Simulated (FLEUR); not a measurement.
# SnTe (F-43m) in FLEUR: a series of runs, part 2 of 2

FLEUR MaX-R8.1 (later development tree).

## (3) Equation of state, r2SCAN, 44.27 Å³/atom (volume scaled by 0.94)

Changes to inp.xml since step 2:

```diff
@@ -27,3 +27,3 @@
       <xi:include xmlns:xi="http://www.w3.org/2001/XInclude" href="sym.xml"> </xi:include>
-      <bulkLattice scale="1.0">
+      <bulkLattice scale="0.9795861087">
          <bravaisMatrix>
@@ -37,3 +37,3 @@
       <species name="Tellurium (Te)" element="Te" atomicNumber="52">
-         <mtSphere radius="2.66" gridPoints="879" logIncrement="0.015"/>
+         <mtSphere radius="2.65" gridPoints="879" logIncrement="0.015"/>
          <atomicCutoffs lmax="10" lnonsphr="10"/>
@@ -54,3 +54,3 @@
       <species name="Tin (Sn)" element="Sn" atomicNumber="50">
-         <mtSphere radius="2.66" gridPoints="879" logIncrement="0.015"/>
+         <mtSphere radius="2.65" gridPoints="879" logIncrement="0.015"/>
          <atomicCutoffs lmax="10" lnonsphr="10"/>
```

Potentials or basis: all-electron, FLAPW.

Command:

```bash
$ inpgen -f crystal.txt -profile fastHighL
$ # inp.xml edited to the form shown
$ fleur_MPI
```

The program printed:

```text
Welcome to FLEUR        (www.flapw.de)
      MaX-Release 8.1          (www.max-centre.eu)
 func_ids         498         497         498         497
 MetaGGA potential functional detected - V_tau will be computed
 Auxiliary Potential for radial basis: exchange=         117  correlation=         130
The functional 'Re-regularized SCAN exchange by Furness et al' is an exchange functional, it belongs to the 'MGGA' family and is defined in the reference(s):
[1] J. W. Furness, A. D. Kaplan, J. Ning, J. P. Perdew, and J. Sun.,  J. Phys. Chem. Lett. 11, 8208-8215 (2020)
[2] J. W. Furness, A. D. Kaplan, J. Ning, J. P. Perdew, and J. Sun.,  J. Phys. Chem. Lett. 11, 9248-9248 (2020)
The functional 'Re-regularized SCAN correlation by Furness et al' is a correlation functional, it belongs to the 'MGGA' family and is defined in the reference(s):
[1] J. W. Furness, A. D. Kaplan, J. Ning, J. P. Perdew, and J. Sun.,  J. Phys. Chem. Lett. 11, 8208-8215 (2020)
[2] J. W. Furness, A. D. Kaplan, J. Ning, J. P. Perdew, and J. Sun.,  J. Phys. Chem. Lett. 11, 9248-9248 (2020)
 Using same functional for VXC and EXC

 ========== k-point set info ==========
 Selected k-point list: default-1
 k-point list type: mesh
 7 x 7 x 7
 Number of k points: 20

 ------------Calculation Setup---------------------------
 Number of MPI-tasks      :            1
 Number of PE/node        :            1
 Number of OMP-threads    :            1
 Most efficient MPI parallelization for:
           1           2           4           5          10          20
 Additional eigenvalue parallelization possible
 Number of basis functions:          809
 Approximate size of matrices (H+S) per k-point:         0.020 GB
 --------------------------------------------------------
The functional 'Hammer, Hansen, and Norskov' is an exchange functional, it belongs to the 'GGA' family and is defined in the reference(s):
[... 6 lines left out ...]
 Reset of history
 Reset of history
 Iteration:     1   Distance:      20.25872700 me/bohr^3
The functional 'Hammer, Hansen, and Norskov' is an exchange functional, it belongs to the 'GGA' family and is defined in the reference(s):
[1] B. Hammer, L. B. Hansen, and J. K. Nørskov.,  Phys. Rev. B 59, 7413 (1999)
The functional 'Perdew, Burke & Ernzerhof' is a correlation functional, it belongs to the 'GGA' family and is defined in the reference(s):
[1] J. P. Perdew, K. Burke, and M. Ernzerhof.,  Phys. Rev. Lett. 77, 3865 (1996)
[2] J. P. Perdew, K. Burke, and M. Ernzerhof.,  Phys. Rev. Lett. 78, 1396 (1997)
 Using same functional for VXC and EXC
 Iteration:     2   Distance:      19.14526998 me/bohr^3
The functional 'Hammer, Hansen, and Norskov' is an exchange functional, it belongs to the 'GGA' family and is defined in the reference(s):
[1] B. Hammer, L. B. Hansen, and J. K. Nørskov.,  Phys. Rev. B 59, 7413 (1999)
The functional 'Perdew, Burke & Ernzerhof' is a correlation functional, it belongs to the 'GGA' family and is defined in the reference(s):
[1] J. P. Perdew, K. Burke, and M. Ernzerhof.,  Phys. Rev. Lett. 77, 3865 (1996)
[2] J. P. Perdew, K. Burke, and M. Ernzerhof.,  Phys. Rev. Lett. 78, 1396 (1997)
 Using same functional for VXC and EXC
 Iteration:     3   Distance:      18.16327599 me/bohr^3
The functional 'Hammer, Hansen, and Norskov' is an exchange functional, it belongs to the 'GGA' family and is defined in the reference(s):
[1] B. Hammer, L. B. Hansen, and J. K. Nørskov.,  Phys. Rev. B 59, 7413 (1999)
The functional 'Perdew, Burke & Ernzerhof' is a correlation functional, it belongs to the 'GGA' family and is defined in the reference(s):
[1] J. P. Perdew, K. Burke, and M. Ernzerhof.,  Phys. Rev. Lett. 77, 3865 (1996)
[2] J. P. Perdew, K. Burke, and M. Ernzerhof.,  Phys. Rev. Lett. 78, 1396 (1997)
 Using same functional for VXC and EXC
 Iteration:     4   Distance:       2.55519220 me/bohr^3
The functional 'Hammer, Hansen, and Norskov' is an exchange functional, it belongs to the 'GGA' family and is defined in the reference(s):
[1] B. Hammer, L. B. Hansen, and J. K. Nørskov.,  Phys. Rev. B 59, 7413 (1999)
The functional 'Perdew, Burke & Ernzerhof' is a correlation functional, it belongs to the 'GGA' family and is defined in the reference(s):
[1] J. P. Perdew, K. Burke, and M. Ernzerhof.,  Phys. Rev. Lett. 77, 3865 (1996)
[2] J. P. Perdew, K. Burke, and M. Ernzerhof.,  Phys. Rev. Lett. 78, 1396 (1997)
 Using same functional for VXC and EXC
 Iteration:     5   Distance:       0.57947918 me/bohr^3
The functional 'Hammer, Hansen, and Norskov' is an exchange functional, it belongs to the 'GGA' family and is defined in the reference(s):
[1] B. Hammer, L. B. Hansen, and J. K. Nørskov.,  Phys. Rev. B 59, 7413 (1999)
The functional 'Perdew, Burke & Ernzerhof' is a correlation functional, it belongs to the 'GGA' family and is defined in the reference(s):
[1] J. P. Perdew, K. Burke, and M. Ernzerhof.,  Phys. Rev. Lett. 77, 3865 (1996)
[2] J. P. Perdew, K. Burke, and M. Ernzerhof.,  Phys. Rev. Lett. 78, 1396 (1997)
 Using same functional for VXC and EXC
 Iteration:     6   Distance:       0.45894509 me/bohr^3
The functional 'Hammer, Hansen, and Norskov' is an exchange functional, it belongs to the 'GGA' family and is defined in the reference(s):
[1] B. Hammer, L. B. Hansen, and J. K. Nørskov.,  Phys. Rev. B 59, 7413 (1999)
The functional 'Perdew, Burke & Ernzerhof' is a correlation functional, it belongs to the 'GGA' family and is defined in the reference(s):
[1] J. P. Perdew, K. Burke, and M. Ernzerhof.,  Phys. Rev. Lett. 77, 3865 (1996)
[2] J. P. Perdew, K. Burke, and M. Ernzerhof.,  Phys. Rev. Lett. 78, 1396 (1997)
 Using same functional for VXC and EXC
 Iteration:     7   Distance:       0.09588361 me/bohr^3
The functional 'Hammer, Hansen, and Norskov' is an exchange functional, it belongs to the 'GGA' family and is defined in the reference(s):
[1] B. Hammer, L. B. Hansen, and J. K. Nørskov.,  Phys. Rev. B 59, 7413 (1999)
The functional 'Perdew, Burke & Ernzerhof' is a correlation functional, it belongs to the 'GGA' family and is defined in the reference(s):
[1] J. P. Perdew, K. Burke, and M. Ernzerhof.,  Phys. Rev. Lett. 77, 3865 (1996)
[2] J. P. Perdew, K. Burke, and M. Ernzerhof.,  Phys. Rev. Lett. 78, 1396 (1997)
 Using same functional for VXC and EXC
 Iteration:     8   Distance:       0.08723365 me/bohr^3
The functional 'Hammer, Hansen, and Norskov' is an exchange functional, it belongs to the 'GGA' family and is defined in the reference(s):
[1] B. Hammer, L. B. Hansen, and J. K. Nørskov.,  Phys. Rev. B 59, 7413 (1999)
The functional 'Perdew, Burke & Ernzerhof' is a correlation functional, it belongs to the 'GGA' family and is defined in the reference(s):
[1] J. P. Perdew, K. Burke, and M. Ernzerhof.,  Phys. Rev. Lett. 77, 3865 (1996)
[2] J. P. Perdew, K. Burke, and M. Ernzerhof.,  Phys. Rev. Lett. 78, 1396 (1997)
 Using same functional for VXC and EXC
 Iteration:     9   Distance:       0.02838988 me/bohr^3
The functional 'Hammer, Hansen, and Norskov' is an exchange functional, it belongs to the 'GGA' family and is defined in the reference(s):
[1] B. Hammer, L. B. Hansen, and J. K. Nørskov.,  Phys. Rev. B 59, 7413 (1999)
The functional 'Perdew, Burke & Ernzerhof' is a correlation functional, it belongs to the 'GGA' family and is defined in the reference(s):
[1] J. P. Perdew, K. Burke, and M. Ernzerhof.,  Phys. Rev. Lett. 77, 3865 (1996)
[2] J. P. Perdew, K. Burke, and M. Ernzerhof.,  Phys. Rev. Lett. 78, 1396 (1997)
 Using same functional for VXC and EXC
 Iteration:    10   Distance:       0.02779937 me/bohr^3
The functional 'Hammer, Hansen, and Norskov' is an exchange functional, it belongs to the 'GGA' family and is defined in the reference(s):
[1] B. Hammer, L. B. Hansen, and J. K. Nørskov.,  Phys. Rev. B 59, 7413 (1999)
The functional 'Perdew, Burke & Ernzerhof' is a correlation functional, it belongs to the 'GGA' family and is defined in the reference(s):
[1] J. P. Perdew, K. Burke, and M. Ernzerhof.,  Phys. Rev. Lett. 77, 3865 (1996)
[2] J. P. Perdew, K. Burke, and M. Ernzerhof.,  Phys. Rev. Lett. 78, 1396 (1997)
 Using same functional for VXC and EXC
 Iteration:    11   Distance:       0.00757797 me/bohr^3
The functional 'Hammer, Hansen, and Norskov' is an exchange functional, it belongs to the 'GGA' family and is defined in the reference(s):
[1] B. Hammer, L. B. Hansen, and J. K. Nørskov.,  Phys. Rev. B 59, 7413 (1999)
The functional 'Perdew, Burke & Ernzerhof' is a correlation functional, it belongs to the 'GGA' family and is defined in the reference(s):
[1] J. P. Perdew, K. Burke, and M. Ernzerhof.,  Phys. Rev. Lett. 77, 3865 (1996)
[2] J. P. Perdew, K. Burke, and M. Ernzerhof.,  Phys. Rev. Lett. 78, 1396 (1997)
 Using same functional for VXC and EXC
 Iteration:    12   Distance:       0.00730599 me/bohr^3
The functional 'Hammer, Hansen, and Norskov' is an exchange functional, it belongs to the 'GGA' family and is defined in the reference(s):
[1] B. Hammer, L. B. Hansen, and J. K. Nørskov.,  Phys. Rev. B 59, 7413 (1999)
The functional 'Perdew, Burke & Ernzerhof' is a correlation functional, it belongs to the 'GGA' family and is defined in the reference(s):
[1] J. P. Perdew, K. Burke, and M. Ernzerhof.,  Phys. Rev. Lett. 77, 3865 (1996)
[2] J. P. Perdew, K. Burke, and M. Ernzerhof.,  Phys. Rev. Lett. 78, 1396 (1997)
 Using same functional for VXC and EXC
 Iteration:    13   Distance:       0.00140557 me/bohr^3
The functional 'Hammer, Hansen, and Norskov' is an exchange functional, it belongs to the 'GGA' family and is defined in the reference(s):
[1] B. Hammer, L. B. Hansen, and J. K. Nørskov.,  Phys. Rev. B 59, 7413 (1999)
The functional 'Perdew, Burke & Ernzerhof' is a correlation functional, it belongs to the 'GGA' family and is defined in the reference(s):
[1] J. P. Perdew, K. Burke, and M. Ernzerhof.,  Phys. Rev. Lett. 77, 3865 (1996)
[2] J. P. Perdew, K. Burke, and M. Ernzerhof.,  Phys. Rev. Lett. 78, 1396 (1997)
 Using same functional for VXC and EXC
 Iteration:    14   Distance:       0.00173242 me/bohr^3
The functional 'Hammer, Hansen, and Norskov' is an exchange functional, it belongs to the 'GGA' family and is defined in the reference(s):
[1] B. Hammer, L. B. Hansen, and J. K. Nørskov.,  Phys. Rev. B 59, 7413 (1999)
The functional 'Perdew, Burke & Ernzerhof' is a correlation functional, it belongs to the 'GGA' family and is defined in the reference(s):
[1] J. P. Perdew, K. Burke, and M. Ernzerhof.,  Phys. Rev. Lett. 77, 3865 (1996)
[2] J. P. Perdew, K. Burke, and M. Ernzerhof.,  Phys. Rev. Lett. 78, 1396 (1997)
 Using same functional for VXC and EXC
 Iteration:    15   Distance:       0.00028625 me/bohr^3
The functional 'Hammer, Hansen, and Norskov' is an exchange functional, it belongs to the 'GGA' family and is defined in the reference(s):
[1] B. Hammer, L. B. Hansen, and J. K. Nørskov.,  Phys. Rev. B 59, 7413 (1999)
The functional 'Perdew, Burke & Ernzerhof' is a correlation functional, it belongs to the 'GGA' family and is defined in the reference(s):
[1] J. P. Perdew, K. Burke, and M. Ernzerhof.,  Phys. Rev. Lett. 77, 3865 (1996)
[2] J. P. Perdew, K. Burke, and M. Ernzerhof.,  Phys. Rev. Lett. 78, 1396 (1997)
 Using same functional for VXC and EXC
 Iteration:    16   Distance:       0.00009413 me/bohr^3

 ********************************************************************
 Run finished successfully
 Stop message:
   all done
 ********************************************************************
```

Run time: 98 s. Hardware: 1 thread of Intel Xeon 6975P-C (Granite Rapids), shared host; peak memory 0.1 GiB.

Results:

| Quantity | Value |
| --- | --- |
| Free energy | -353095.9732 eV |
| Band gap on the k mesh | 0.21 eV, indirect (least direct gap 0.82 eV) |
| Valence electrons inside the program's atomic spheres | Te 20.10; Sn 20.08 (radii Te 2.65, Sn 2.65 bohr) |

Caveat: the meta-GGA is that of a development version, with a GGA for the radial functions and cores and without core tails; spin-orbit coupling is left out, which moves the levels of the heavy elements; an odd mesh through Γ misses points on the zone boundary, where band edges often lie.

## (4) Equation of state, r2SCAN, 45.21 Å³/atom (volume scaled by 0.96)

Changes to inp.xml since step 3:

```diff
@@ -27,3 +27,3 @@
       <xi:include xmlns:xi="http://www.w3.org/2001/XInclude" href="sym.xml"> </xi:include>
-      <bulkLattice scale="0.9795861087">
+      <bulkLattice scale="0.9864848297">
          <bravaisMatrix>
```

Command:

```bash
$ inpgen -f crystal.txt -profile fastHighL
$ # inp.xml edited to the form shown
$ fleur_MPI
```

Run time: 2.2 min. Hardware: 1 thread of Intel Xeon 6975P-C (Granite Rapids), shared host; peak memory 0.11 GiB.

The run converged. Its results:

* Free energy: -353095.9841 eV
* Band gap on the k mesh: 0.28 eV, indirect (least direct gap 0.86 eV)
* Valence electrons inside the program's atomic spheres: Te 20.10; Sn 20.07 (radii Te 2.65, Sn 2.65 bohr)

Caveat: the meta-GGA is that of a development version, with a GGA for the radial functions and cores and without core tails; spin-orbit coupling is left out, which moves the levels of the heavy elements; an odd mesh through Γ misses points on the zone boundary, where band edges often lie.

## (5) Equation of state, r2SCAN, 47.09 Å³/atom

Changes to inp.xml since step 4:

```diff
@@ -27,3 +27,3 @@
       <xi:include xmlns:xi="http://www.w3.org/2001/XInclude" href="sym.xml"> </xi:include>
-      <bulkLattice scale="0.9864848297">
+      <bulkLattice scale="1.0000000000">
          <bravaisMatrix>
```

Command:

```bash
$ inpgen -f crystal.txt -profile fastHighL
$ # inp.xml edited to the form shown
$ fleur_MPI
```

Wall time 2 min (1 thread of Intel Xeon 6975P-C (Granite Rapids), shared host); peak memory 0.1 GiB.

Results (log left out):

- Free energy: -353095.9845 eV
- Band gap on the k mesh: 0.37 eV, indirect (least direct gap 0.90 eV)
- Valence electrons inside the program's atomic spheres: Te 20.08; Sn 20.04 (radii Te 2.65, Sn 2.65 bohr)

Caveat: the meta-GGA is that of a development version, with a GGA for the radial functions and cores and without core tails; spin-orbit coupling is left out, which moves the levels of the heavy elements; an odd mesh through Γ misses points on the zone boundary, where band edges often lie.

## (6) Equation of state, r2SCAN, 48.97 Å³/atom (volume scaled by 1.04)

Changes to inp.xml since step 5:

```diff
@@ -27,3 +27,3 @@
       <xi:include xmlns:xi="http://www.w3.org/2001/XInclude" href="sym.xml"> </xi:include>
-      <bulkLattice scale="1.0000000000">
+      <bulkLattice scale="1.0131594038">
          <bravaisMatrix>
```

Potentials or basis: all-electron, FLAPW.

Command:

```bash
$ inpgen -f crystal.txt -profile fastHighL
$ # inp.xml edited to the form shown
$ fleur_MPI
```

Run time: 2.6 min. Hardware: 1 thread of Intel Xeon 6975P-C (Granite Rapids), shared host; peak memory 0.1 GiB.

Results (log left out):

```
Free energy                                           : -353095.9609 eV
Band gap on the k mesh                                : 0.46 eV, indirect (least direct gap 0.94 eV)
Valence electrons inside the program's atomic spheres : Te 20.06; Sn 20.02 (radii Te 2.65, Sn 2.65 bohr)
```

Caveat: the meta-GGA is that of a development version, with a GGA for the radial functions and cores and without core tails; spin-orbit coupling is left out, which moves the levels of the heavy elements; an odd mesh through Γ misses points on the zone boundary, where band edges often lie.

## (7) Equation of state, r2SCAN, 49.92 Å³/atom (volume scaled by 1.06)

Changes to inp.xml since step 6:

```diff
@@ -27,3 +27,3 @@
       <xi:include xmlns:xi="http://www.w3.org/2001/XInclude" href="sym.xml"> </xi:include>
-      <bulkLattice scale="1.0131594038">
+      <bulkLattice scale="1.0196128224">
          <bravaisMatrix>
```

Command:

```bash
$ inpgen -f crystal.txt -profile fastHighL
$ # inp.xml edited to the form shown
$ fleur_MPI
```

Run time: 2.3 min. Hardware: 1 thread of Intel Xeon 6975P-C (Granite Rapids), shared host; peak memory 0.1 GiB.

It converged, with:

```yaml
Free_energy: -353095.9430 eV
Band_gap_on_the_k_mesh: 0.50 eV, indirect (least direct gap 0.96 eV)
Valence_electrons_inside_the_program's_atomic_spheres: Te 20.05; Sn 20.00 (radii Te 2.65, Sn 2.65 bohr)
```

Caveat: the meta-GGA is that of a development version, with a GGA for the radial functions and cores and without core tails; spin-orbit coupling is left out, which moves the levels of the heavy elements; an odd mesh through Γ misses points on the zone boundary, where band edges often lie.

## (8) Equation of state, r2SCAN

No new run: the results of the series are fitted here.

Results:

```
Equilibrium volume : 46.13 Å³/atom
Bulk modulus       : 28 GPa
```

Energy against volume, from the lowest point:
```tsv
volume (Å³/atom)	energy (meV/atom)
44.265	5.65
45.207	0.17
47.091	0.00
48.974	11.77
49.916	20.75
```

Caveat: the meta-GGA is that of a development version, with a GGA for the radial functions and cores and without core tails. The run has no spin-orbit coupling, so splittings on Te are missing.
